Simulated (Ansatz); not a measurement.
## O on Ni(110): change of the work function

Wanted: Δφ(θ) for O/Ni(110), starting from the hollow site.

Main program and level: Ansatz 0.2.0; plane-wave DFT, PBE, Ansatz PAW.

This is a report of a sequence of runs, with most program output left out.

### 1. Starting point

The cell holds 5 atoms: 5 Ni. Its edges and angles: a = 3.520 Å, b = 2.489 Å, c = 22.978 Å, α = 90.0°, β = 90.0°, γ = 90.0°. Vacuum lies along c.

### 2. The clean slab

The bare slab comes first, as the zero from which every change is counted. The two lowest layers are held at bulk places and the upper ones relax. The dipole correction removes the false field that a one-sided slab makes across the periodic vacuum, so each face gets a flat vacuum level of its own.

Input file input.yaml:

```yaml
crystal:
  lattice:
    - [3.52, 0.0, 0.0]
    - [0.0, 2.4890158698, 0.0]
    - [0.0, 0.0, 22.9780317396]
  atoms:
    - { symbol: Ni, position: [0.0, 0.0, 0.3916784563], spin: 0.7 }
    - { symbol: Ni, position: [0.5, 0.5, 0.4458392281], spin: 0.7 }
    - { symbol: Ni, position: [0.0, 0.0, 0.5], spin: 0.7 }
    - { symbol: Ni, position: [0.5, 0.5, 0.5541607719], spin: 0.7 }
    - { symbol: Ni, position: [0.0, 0.0, 0.6083215437], spin: 0.7 }
magnetization:
  spin_polarized: true
kpoints:
  mp_grid: { grid: [9, 12, 1] }
hamiltonian:
  xc: pbe
scf:
  occupations: { method: fermi_dirac, width: 0.1 }
  convergence: { dr2_threshold: 1.0e-08 }
efield:
  axis: 3
  dipole_correction: true
  ramp_position: 0.97
  ramp_width: 0.06
relax:
  f_tol: 0.02
  max_steps: 60
  constraints: [{ sites: [0, 1] }]
output:
  write_potential: true
  write_density: true
  volumetric_format: npy
```

On the command line:

```
$ ansatz run input.yaml --threads 4 --pin off --max-ram 12288MiB --backend cpu --events-out ev --progress --plain --runs-dir out
```

Elapsed: 2 min, on 4 threads of Arm Neoverse V1, shared host; peak memory 0.9 GiB.

The steps of the relaxation:

| step | energy less that of the first step (eV) | largest force component (eV/Å) |
| --- | --- | --- |
| 1 | 0.0000 | 0.6635 |
| 2 | -0.0286 | 0.4257 |
| 3 | -0.0499 | 0.0543 |
| 4 | -0.0501 | 0.0046 |

The run keeps the 4 symmetry operations that it works with, so distortions that break them were not tested.

The atoms that moved most (Å):

| atom | dx | dy | dz | length |
| --- | --- | --- | --- | --- |
| Ni5 | 0.000 | 0.000 | -0.117 | 0.117 |
| Ni4 | 0.000 | 0.000 | 0.035 | 0.035 |
| Ni3 | 0.000 | 0.000 | -0.032 | 0.032 |

Final coordinates:

```cif
data_structure
_symmetry_space_group_name_H-M 'P 1'
_symmetry_Int_Tables_number 1
_cell_length_a 3.5200
_cell_length_b 2.4890
_cell_length_c 22.9780
_cell_angle_alpha 90.000
_cell_angle_beta 90.000
_cell_angle_gamma 90.000
_cell_volume 201.32
loop_
_atom_site_label
_atom_site_type_symbol
_atom_site_fract_x
_atom_site_fract_y
_atom_site_fract_z
_atom_site_occupancy
Ni1 Ni 0.00000 0.00000 0.39168 1
Ni2 Ni 0.50000 0.50000 0.44584 1
Ni3 Ni 0.00000 0.00000 0.49859 1
Ni4 Ni 0.50000 0.50000 0.55569 1
Ni5 Ni 0.00000 0.00000 0.60325 1
```

This step gave:

- energy at zero smearing: -29196.0607 eV
- total moment: 3.556 μB
- site moments: 0.8009, 0.6928, 0.7234, 0.6863, 0.8013 μB
- work function, upper face: 4.566 eV
- work function, lower face: 4.492 eV
- dipole along the normal: -0.003596 e·Å
- step between the vacuum levels: 0.07426 eV

Running mean over 1.245 Å of the planar mean; the ramp of the sawtooth is left out. Table of electron's electrostatic potential energy less the Fermi level by z:

| z (Å) | electron's electrostatic potential energy less the Fermi level (eV) |
| --- | --- |
| 3.5 | 4.49 |
| 4.0 | 4.49 |
| 4.5 | 4.49 |
| 5.0 | 4.49 |
| 5.5 | 4.49 |
| 6.0 | 4.47 |
| 6.5 | 4.42 |
| 7.0 | 4.23 |
| 7.5 | 3.58 |
| 8.0 | 0.850 |
| 8.5 | -4.71 |
| 9.0 | -8.96 |
| 9.5 | -10.1 |
| 10.0 | -10.3 |
| 10.5 | -10.7 |
| 11.0 | -10.7 |
| 11.5 | -10.2 |
| 12.0 | -9.70 |
| 12.5 | -10.1 |
| 13.0 | -11.6 |
| 13.5 | -11.6 |
| 14.0 | -8.77 |
| 14.5 | -3.14 |
| 15.0 | 2.02 |
| 15.5 | 3.94 |
| 16.0 | 4.39 |
| 16.5 | 4.51 |
| 17.0 | 4.55 |
| 17.5 | 4.56 |
| 18.0 | 4.56 |
| 18.5 | 4.57 |
| 19.0 | 4.57 |
| 19.5 | 4.57 |

Site moment by atom:

| atom | site moment (μB) |
| --- | --- |
| Ni1 | 0.801 |
| Ni2 | 0.693 |
| Ni3 | 0.723 |
| Ni4 | 0.686 |
| Ni5 | 0.801 |

The relaxation took 4 steps and lowered the energy by 0.050 eV; the largest force on the free atoms ends at 0.0046 eV/Å.

The work function of the upper face is 4.57 eV.

### 3. The covered slab, k-mesh 5×6×1, coverage 0.25 ML

System of this step: Ni20O (O/Ni(110)). The cell holds 21 atoms: 20 Ni and 1 O. Its edges and angles: a = 7.040 Å, b = 4.978 Å, c = 23.361 Å, α = 90.0°, β = 90.0°, γ = 90.0°. Vacuum lies along c.

The clean slab as it ended is repeated in the plane and the adsorbate is set on one face; the cell's size fixes the coverage, and the k-mesh shrinks with it to keep the sampling density about even. Adsorbate and upper layers relax, since the dipole depends on the height.

Input file input.yaml:

```yaml
crystal:
  lattice:
    - [7.04, 0.0, 0.0]
    - [0.0, 4.9780317396, 0.0]
    - [0.0, 0.0, 23.3614697668]
  atoms:
    - { symbol: Ni, position: [0.0, 0.0, 0.3852497334], spin: 0.8 }
    - { symbol: Ni, position: [0.25, 0.25, 0.43852155], spin: 0.69 }
    - { symbol: Ni, position: [0.0, 0.0, 0.4904099325], spin: 0.72 }
    - { symbol: Ni, position: [0.25, 0.25, 0.5465702052], spin: 0.69 }
    - { symbol: Ni, position: [0.0, 0.0, 0.5933475036], spin: 0.8 }
    - { symbol: Ni, position: [0.0, 0.5, 0.3852497334], spin: 0.8 }
    - { symbol: Ni, position: [0.25, 0.75, 0.43852155], spin: 0.69 }
    - { symbol: Ni, position: [0.0, 0.5, 0.4904099325], spin: 0.72 }
    - { symbol: Ni, position: [0.25, 0.75, 0.5465702052], spin: 0.69 }
    - { symbol: Ni, position: [0.0, 0.5, 0.5933475036], spin: 0.8 }
    - { symbol: Ni, position: [0.5, 0.0, 0.3852497334], spin: 0.8 }
    - { symbol: Ni, position: [0.75, 0.25, 0.43852155], spin: 0.69 }
    - { symbol: Ni, position: [0.5, 0.0, 0.4904099325], spin: 0.72 }
    - { symbol: Ni, position: [0.75, 0.25, 0.5465702052], spin: 0.69 }
    - { symbol: Ni, position: [0.5, 0.0, 0.5933475036], spin: 0.8 }
    - { symbol: Ni, position: [0.5, 0.5, 0.3852497334], spin: 0.8 }
    - { symbol: Ni, position: [0.75, 0.75, 0.43852155], spin: 0.69 }
    - { symbol: Ni, position: [0.5, 0.5, 0.4904099325], spin: 0.72 }
    - { symbol: Ni, position: [0.75, 0.75, 0.5465702052], spin: 0.69 }
    - { symbol: Ni, position: [0.5, 0.5, 0.5933475036], spin: 0.8 }
    - { symbol: O, position: [0.25, 0.25, 0.6147502666] }
magnetization:
  spin_polarized: true
kpoints:
  mp_grid: { grid: [5, 6, 1] }
hamiltonian:
  xc: pbe
scf:
  occupations: { method: fermi_dirac, width: 0.1 }
  convergence: { dr2_threshold: 1.0e-08 }
efield:
  axis: 3
  dipole_correction: true
  ramp_position: 0.97
  ramp_width: 0.06
relax:
  f_tol: 0.02
  max_steps: 60
  constraints: [{ sites: [0, 1, 5, 6, 10, 11, 15, 16] }]
output:
  bader: true
  dos: { projected: true, e_range: [-8, 4] }
  write_potential: true
  write_density: true
  volumetric_format: npy
  elf: true
```

Run time: 30 min. Hardware: 4 threads; peak memory 6.2 GiB; 2 h of CPU time.

The steps of the relaxation:

| step | energy less that of the first step (eV) | largest force component (eV/Å) |
| --- | --- | --- |
| 1 | 0.0000 | 6.2358 |
| 2 | -0.3688 | 3.8722 |
| 3 | -0.7098 | 1.3308 |
| 4 | -0.7953 | 0.6721 |
| 5 | -0.8159 | 0.0612 |
| 6 | -0.8162 | 0.0052 |

The run keeps the 4 symmetry operations that it works with, so distortions that break them were not tested.

The atoms that moved most (Å):

| atom | dx | dy | dz | length |
| --- | --- | --- | --- | --- |
| Ni19 | 0.000 | 0.000 | 0.182 | 0.182 |
| Ni4 | 0.000 | 0.000 | -0.166 | 0.166 |
| O21 | 0.000 | 0.000 | 0.154 | 0.154 |
| Ni5 | 0.128 | 0.003 | 0.068 | 0.145 |
| Ni15 | -0.128 | 0.003 | 0.068 | 0.145 |
| Ni20 | -0.128 | -0.003 | 0.068 | 0.145 |
| Ni10 | 0.128 | -0.003 | 0.068 | 0.145 |
| Ni9 | 0.000 | 0.000 | -0.130 | 0.130 |

Final coordinates:

```xyz
21
Lattice="7.0400 0.0000 0.0000 0.0000 4.9780 0.0000 0.0000 0.0000 23.3615" Properties=species:S:1:pos:R:3
Ni    0.0000    0.0000    9.0000
Ni    1.7600    1.2445   10.2445
Ni   -0.0566   -0.0050   11.4766
Ni    1.7600    1.2445   12.6029
Ni    0.1282    0.0029   13.9291
Ni    0.0000    2.4890    9.0000
Ni    1.7600    3.7335   10.2445
Ni   -0.0566    2.4940   11.4766
Ni    1.7600    3.7335   12.6385
Ni    0.1282    2.4861   13.9291
Ni    3.5200    0.0000    9.0000
Ni    5.2800    1.2445   10.2445
Ni    3.5766   -0.0050   11.4766
Ni    5.2800    1.2445   12.8688
Ni    3.3918    0.0029   13.9291
Ni    3.5200    2.4890    9.0000
Ni    5.2800    3.7335   10.2445
Ni    3.5766    2.4940   11.4766
Ni    5.2800    3.7335   12.9512
Ni    3.3918    2.4861   13.9291
O     1.7600    1.2445   14.5159
```

Numbers from this step:

```yaml
energy_at_zero_smearing: -117351.0105 eV
total_moment: 14.41 μB
work_function_upper_face: 4.818 eV
work_function_lower_face: 4.508 eV
dipole_along_the_normal: -0.06004 e·Å
step_between_the_vacuum_levels: 0.3100 eV
```

Running mean over 1.245 Å of the planar mean; the ramp of the sawtooth is left out. The electron's electrostatic potential energy less the Fermi level by z:

z (Å), electron's electrostatic potential energy less the Fermi level (eV) and a bar from the least value:
```
      3.0        4.5 #############################
      3.5        4.5 #############################
      4.0        4.5 #############################
      4.5        4.5 #############################
      5.0        4.5 #############################
      5.5        4.5 #############################
      6.0        4.5 #############################
      6.5        4.4 #############################
      7.0        4.3 #############################
      7.5        3.6 ############################
      8.0        0.9 #######################
      8.5       -4.7 ############
      9.0       -9.0 ####
      9.5      -10.1 ##
     10.0      -10.3 ##
     10.5      -10.5 ##
     11.0      -10.5 #
     11.5      -10.4 ##
     12.0      -10.0 ##
     12.5       -9.9 ###
     13.0      -10.8 #
     13.5      -11.3 
     14.0      -10.1 ##
     14.5       -5.3 ###########
     15.0        0.7 ######################
     15.5        3.8 ############################
     16.0        4.6 ##############################
     16.5        4.8 ##############################
     17.0        4.8 ##############################
     17.5        4.8 ##############################
     18.0        4.8 ##############################
     18.5        4.8 ##############################
     19.0        4.8 ##############################
     19.5        4.8 ##############################
     20.0        4.8 ##############################
```

The density of states has structure finer than the step of the table below, so its rows give means over 0.5 eV, whole bins alone (the curve runs from -8 to 1.98 eV). Peaks (eV: height): total -2.53: 60.6, -2.17: 73.3, -1.53: 79.9, -1.38: 69.6, -1.32: 72.3, -0.96: 64.4, -0.75: 89.7; up -2.53: 35.3, -2.17: 55.2, -2.08: 34.0, -1.53: 51.6, -1.17: 39.1, -0.90: 53.0, -0.75: 63.9; down -1.86: 42.6, -1.32: 38.2, -0.63: 36.1, -0.18: 36.1, -0.09: 38.3, 0.18: 39.9, 0.27: 37.9.

The density of states by energy, zero at the Fermi level; means over each step; values in states/eV a cell:

| energy (eV) | total | up | down |
| --- | --- | --- | --- |
| -7.5 | 1.41 | 0.722 | 0.690 |
| -7.0 | 1.87 | 0.961 | 0.914 |
| -6.5 | 2.95 | 1.74 | 1.21 |
| -6.0 | 6.28 | 3.48 | 2.81 |
| -5.5 | 7.04 | 3.72 | 3.32 |
| -5.0 | 6.97 | 3.47 | 3.50 |
| -4.5 | 10.8 | 6.78 | 3.99 |
| -4.0 | 19.2 | 13.1 | 6.15 |
| -3.5 | 27.4 | 16.9 | 10.5 |
| -3.0 | 35.4 | 19.9 | 15.6 |
| -2.5 | 42.4 | 26.4 | 16.0 |
| -2.0 | 53.2 | 28.9 | 24.4 |
| -1.5 | 57.8 | 29.2 | 28.7 |
| -1.0 | 62.4 | 38.6 | 23.8 |
| -0.5 | 50.3 | 21.3 | 29.0 |
| 0.0 | 38.2 | 4.02 | 34.2 |
| 0.5 | 16.1 | 3.26 | 12.8 |
| 1.0 | 7.37 | 3.36 | 4.00 |
| 1.5 | 6.63 | 3.20 | 3.43 |

Projected DOS per atom over height of the atomic layer and energy from the Fermi level. Layers: Ni4 Ni4 Ni4 Ni4 Ni4 O from below.

Values in states/eV, 22 rows by 6 columns, each cell a mean:
```
0.27 0.27 0.25 0.23 0.29 0.20
0.24 0.26 0.23 0.23 0.25 0.19
0.32 0.30 0.28 0.30 0.34 0.26
1.08 0.90 1.09 0.91 1.06 0.52
2.28 1.81 1.43 1.81 2.13 0.39
2.87 2.21 2.36 2.17 2.58 0.55
4.06 2.80 2.50 2.89 3.59 0.28
3.62 2.54 2.99 2.47 3.36 0.32
2.61 2.18 1.87 2.31 2.59 0.38
2.32 2.59 2.33 2.53 2.53 0.43
1.77 2.31 1.80 2.12 1.78 0.36
0.95 1.78 1.69 1.50 0.97 0.28
0.75 1.49 1.87 1.38 0.74 0.38
0.43 0.86 1.32 0.88 0.36 0.47
0.22 0.54 0.63 0.60 0.24 0.81
0.16 0.26 0.30 0.39 0.21 1.65
0.13 0.23 0.21 0.31 0.23 2.03
0.13 0.24 0.17 0.29 0.31 1.88
0.04 0.10 0.16 0.14 0.17 0.82
0.03 0.09 0.16 0.11 0.06 0.16
0.02 0.08 0.13 0.09 0.03 0.06
0.03 0.10 0.15 0.10 0.03 0.04
```
Columns: height of the atomic layer (Å) from 9 to 14.5 (not evenly spaced); rows upwards: energy from the Fermi level (eV) from -7.96 to 1.95.

Projected DOS per atom, spin up over height of the atomic layer and energy from the Fermi level. Layers: Ni4 Ni4 Ni4 Ni4 Ni4 O from below.

Ten even steps from '0' (0.01 states/eV) to '9' (2.39 states/eV), each cell a mean:
```
000000
000000
000000
000000
000000
444431
976790
956470
643450
666560
554550
243320
144320
123200
011101
000002
000004
000004
000002
000000
000000
000000
```
Columns: height of the atomic layer (Å) from 9 to 14.5 (not evenly spaced); rows upwards: energy from the Fermi level (eV) from -7.96 to 1.95.

Projected DOS per atom, spin down over height of the atomic layer and energy from the Fermi level. Layers: Ni4 Ni4 Ni4 Ni4 Ni4 O from below.

Values in states/eV, 22 rows by 6 columns, each cell a mean:
```
0.16 0.16 0.17 0.13 0.17 0.12
0.12 0.13 0.10 0.13 0.13 0.09
0.20 0.19 0.17 0.19 0.22 0.17
0.93 0.76 0.96 0.77 0.90 0.38
2.09 1.63 1.24 1.61 1.91 0.16
1.91 1.16 1.34 1.16 1.65 0.12
1.67 1.01 0.95 0.99 1.40 0.10
1.46 1.33 1.54 1.32 1.55 0.18
1.11 1.15 1.00 1.23 1.19 0.19
0.84 1.11 0.80 1.08 0.97 0.22
0.48 1.04 0.80 0.80 0.42 0.13
0.33 0.75 0.93 0.73 0.43 0.18
0.30 0.46 0.68 0.44 0.19 0.19
0.13 0.30 0.40 0.34 0.14 0.28
0.09 0.20 0.21 0.21 0.10 0.55
0.07 0.11 0.13 0.18 0.11 1.04
0.07 0.13 0.09 0.14 0.11 0.87
0.06 0.11 0.08 0.13 0.16 0.88
0.02 0.05 0.08 0.06 0.06 0.22
0.01 0.05 0.08 0.05 0.03 0.06
0.01 0.04 0.06 0.04 0.01 0.02
0.01 0.05 0.08 0.05 0.01 0.02
```
Columns: height of the atomic layer (Å) from 9 to 14.5 (not evenly spaced); rows upwards: energy from the Fermi level (eV) from -7.96 to 1.95.

Site moment by atom:

| atom | site moment (μB) |
| --- | --- |
| Ni1 | 0.806 |
| Ni2 | 0.688 |
| Ni3 | 0.735 |
| Ni4 | 0.683 |
| Ni5 | 0.777 |
| Ni6 | 0.806 |
| Ni7 | 0.680 |
| Ni8 | 0.735 |
| Ni9 | 0.741 |
| Ni10 | 0.777 |
| Ni11 | 0.806 |
| Ni12 | 0.710 |
| Ni13 | 0.735 |
| Ni14 | 0.754 |
| Ni15 | 0.777 |
| Ni16 | 0.806 |
| Ni17 | 0.714 |
| Ni18 | 0.735 |
| Ni19 | 0.596 |
| Ni20 | 0.777 |
| O21 | 0.154 |

Spin density in the ca plane at fractional y = 0.250, with atoms of Ni and O within 0.2 Å of it.

Ten even steps from '0' (0.0 e/Å³) to '9' (2.2 e/Å³), each cell a mean:
```
00000000000000000000000000000000000000000000
00000000000000000000000000000000000000000000
00000000000000000000000000000000000000000000
00000000001410000142000000000000000000000000
00000000003930000295000000000000000000000000
00000000001310000132000000000000000000000000
00000000000000000000000000000000000000000000
00000000000000000000000000000000000000000000
00000000000000000000000000000000000000000000
00000000000000000000000000000000000000000000
00000000000000000000000000000000000000000000
00000000000000000000000000000000000000000000
00000000000100000110000000000000000000000000
00000000003720001651001000000000000000000000
00000000003720001651001000000000000000000000
00000000000100000100000000000000000000000000
00000000000000000000000000000000000000000000
00000000000000000000000000000000000000000000
00000000000000000000000000000000000000000000
```
Columns run along c (16.0 Å, from fractional 0.27 to 0.95 of the cell), rows up along a (7.0 Å). Atoms in or near the plane, at fractional coordinates: Ni at (0.44, 0.25), Ni at (0.54, 0.25), Ni at (0.44, 0.75), Ni at (0.55, 0.75), O at (0.62, 0.25).

ELF of down spins in the ca plane at fractional y = 0.250, with atoms of Ni and O within 0.2 Å of it. It is the smooth field of the valence electrons, not physical close to the nuclei.

Ten even steps from '0' (0.00) to '9' (0.82), each cell a mean:
```
00123443333333333333333321000000000000000000
00012344432223433222344321000000000000000000
00012334322322332232234321000000000000000000
00001233224542232354223221000000000000000000
00001223235852222576322210000000000000000000
00001233224542232354223221000000000000000000
00012334322322332222234321000000000000000000
00012344432223433222344321000000000000000000
00123443333333333333333321000000000000000000
00123443333233333333333211000000000000000000
00113344333233333223222211000000000000000000
00012344432223432222235653100000000000000000
00011233323432322432269997310000000000000000
00001222225753323663387799510000000000000000
00001222225743323663387799510000000000000000
00011233323422322332268997310000000000000000
00012344432223432222235653100000000000000000
00113344333233333223222211000000000000000000
00123443333233333333333211000000000000000000
```
Columns run along c (16.0 Å, from fractional 0.27 to 0.95 of the cell), rows up along a (7.0 Å). Atoms in or near the plane, at fractional coordinates: Ni at (0.44, 0.25), Ni at (0.54, 0.25), Ni at (0.44, 0.75), Ni at (0.55, 0.75), O at (0.62, 0.25).

Electrostatic potential energy in the ca plane at fractional y = 0.250, with atoms of Ni and O within 0.2 Å of it. With pseudopotentials it is smooth inside the atoms' cores, unlike the true potential.

Values in eV, 10 rows by 16 columns, each cell a mean:
```
  6   5   3   2   2   2   2   2   4   6   6   6   6   6   6   6
  6   6   5 -13 -25   1 -26 -11   5   6   6   6   6   6   6   6
  6   6   5 -28 -44  -1 -46 -25   6   6   6   6   6   6   6   6
  6   6   5  -6 -13   2 -14  -5   5   6   6   6   6   6   6   6
  6   5   2   3   3   1   4   2   3   6   6   6   6   6   6   6
  6   5   3   2   2   2   2   1   3   6   6   6   6   6   6   6
  6   6   5 -13 -24  -3 -31  -6 -15   6   6   6   6   6   6   6
  6   6   5 -28 -44 -11 -51 -18 -41   4   6   6   6   6   6   6
  6   6   5  -6 -13   0 -17  -2  -4   6   6   6   6   6   6   6
  6   5   2   3   3   1   3   1   2   6   6   6   6   6   6   6
```
Columns run along c (16.0 Å, from fractional 0.27 to 0.95 of the cell; values clipped at the 3rd and 97th percentile), rows up along a (7.0 Å). Atoms in or near the plane, at fractional coordinates: Ni at (0.44, 0.25), Ni at (0.54, 0.25), Ni at (0.44, 0.75), Ni at (0.55, 0.75), O at (0.62, 0.25).

The relaxation took 6 steps and lowered the energy by 0.82 eV; the largest force on the free atoms ends at 0.0052 eV/Å.

By hand: a sheet of dipoles makes a step −p/(ε₀A) in the electron's potential. With e/ε₀ = 180.95 V·Å, p = -0.06004 e·Å and A = 35.05 Å², that is −180.95 × (-0.06004) / 35.05 = +0.310 eV, and the two vacuum levels of the run differ by +0.310 eV.

The covered face has 4.82 eV, +0.25 eV against the clean one; the bare back face has moved by +0.02 eV, a measure of how thin the slab is.

(Part 1 of 3 ends here.)

[Logs are printed without paths, hosts, clocks, repeated set-up lines and the standing remarks that a program may print on its own settings, such as how far it seeks lower states.]

[Hosts, paths, dates, database ids (printed as entryN), source tags and the programs' standing remarks are cut or masked in the printed files.]

[Maps of the electrostatic potential energy from Ansatz leave out the sawtooth potential of an applied field or a dipole correction, so their vacuum need not be flat; planar profiles and work functions include it.]

[The density of states shown here was stored with 400 of the rows of the run's finer table, so its peaks can read low, often by over a quarter, or be missed, and its means over a window can be off by a tenth or more.]
